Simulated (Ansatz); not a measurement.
CaSe in the CsCl-type structure, relaxed with r2SCAN: space group Pm-3m (No. 221), cubic; conventional cell a = 3.635 Å, 24.01 Å³ an atom. Around Ca lie 8 Se at 3.15 Å; around Se lie 8 Ca at 3.15 Å. One-shot G0W0@PBE in Ansatz on a 4×4×4 mesh (contour deformation, no spin-orbit coupling), from a PBE gap of 0.738 eV over the mesh points (the G0W0 gap is direct on the mesh); the number N of bands summed and the screening cutoff rise together. The cell comes from a prototype generator: it can be a known phase or a hypothetical one. Spin polarisation is off.

```csv
N,cutoff (eV),1000/N,G0W0 gap (eV)
122,100,8.197,1.833
276,180,3.623,2.000
```

Question: Lay a straight line in 1000/N through these rows.

Answer: The slope is -0.0365 eV per unit of 1000/N and the intercept 2.132 eV.

Question: Predict the gap at N = 523 (260 eV).

Answer: 2.132 + (-0.0365) × 1.912 = 2.062 eV; the run gives 2.051 eV, -0.011 eV from the line.

Question: With that run's result added, what limit do the last two rows suggest?

Answer: Their slope is (2.051 − 2.000)/(1.912 − 3.623) = -0.0298, which meets 1/N = 0 at 2.11 eV, against 2.132 eV from the first line. The slope flattens, so the first line overshoots; the k mesh isn't extrapolated.

The runs are scalar-relativistic, without spin-orbit coupling.
